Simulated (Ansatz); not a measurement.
# Al2Pt in Ansatz: the effect of target pressure

The system is Al2Pt.

```
Pt Al
1.0
     0.00000    2.95500    2.95500
     2.95500    0.00000    2.95500
     2.95500    2.95500    0.00000
Pt Al
1 2
Direct
  0.00000 0.00000 0.00000
  0.75000 0.75000 0.75000
  0.25000 0.25000 0.25000
```

Alike in all runs:

- Program: Ansatz 0.2.0
- Task: relaxation of cell and atoms
- Functional: PBEsol
- Potentials or basis: all-electron LAPW, scalar-relativistic
- Basis error allowed: 0.002 eV/atom
- k mesh: 8 × 8 × 8
- Occupations: fermi-dirac, width 0.05 eV
- Spin: no spin polarisation

Each run relaxes the cell or the atoms first.

```tsv
target pressure	relaxed volume (Å³/atom)
0 GPa	17.09
5 GPa	16.52
10 GPa	16.05
20 GPa	?
30 GPa	14.63
```

**Question.** What does the run with target pressure 20 GPa give?

**Answer.** Relaxed volume 15.26 Å³/atom.

Worked out: In Murnaghan's law V^(-B') rises as a straight line in P. The other rows fit best with B' = 4.0, V0 = 17.09 Å³/atom and B0 = 139 GPa, which gives 15.26 Å³/atom at 20 GPa, against the run's 15.26.
